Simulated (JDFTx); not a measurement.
## P: equation of state with PBEsol

P:

```xyz
2
Lattice="1.7257 0.9963 3.1297 -1.7257 0.9963 3.1297 0.0000 -1.9927 3.1297" Properties=species:S:1:pos:R:3 pbc="T T T"
P     0.0000    0.0000    7.2570
P     0.0000    0.0000    2.1321
```

This isn't the form of P at room conditions, which is orthorhombic.

```yaml
Program: JDFTx 1.7.0 (patched build)
Task: equation of state
Functional: PBEsol
Potentials_or_basis: PseudoDojo-SR-PBEsol-0.4.1-standard with smoothed tails
Cutoff: 599 eV
Density_cutoff: 4789 eV
k_mesh: 9 × 9 × 9
Occupations: fermi-dirac, width 0.05 eV
Spin: no spin polarisation
Local_potential_set_to_-Z/r_beyond: 6 bohr
Bands: 10
Density_cutoff_over_wavefunction_cutoff: 8
Max_SCF_steps: 100
SCF_threshold_on_the_energy: 1e-09 Ha
Solver_of_the_electrons: scf
```

```json
{"Equilibrium volume": "15.83 Å³/atom", "Bulk modulus at fixed shape and positions": "93 GPa", "Pressure derivative of the bulk modulus": "3.9 (rough: it moves with the points fitted)"}
```

Energy against volume, from the lowest point:
```tsv
volume (Å³/atom)	energy (meV/atom)
15.175	8.61
15.498	2.13
15.821	0.00
16.144	1.76
16.467	6.91
16.789	15.22
17.112	26.53
```

Caveat: the cell was scaled at fixed shape and fractional positions, which overstates the stiffness of a crystal with free parameters, most of all of layers and chains.
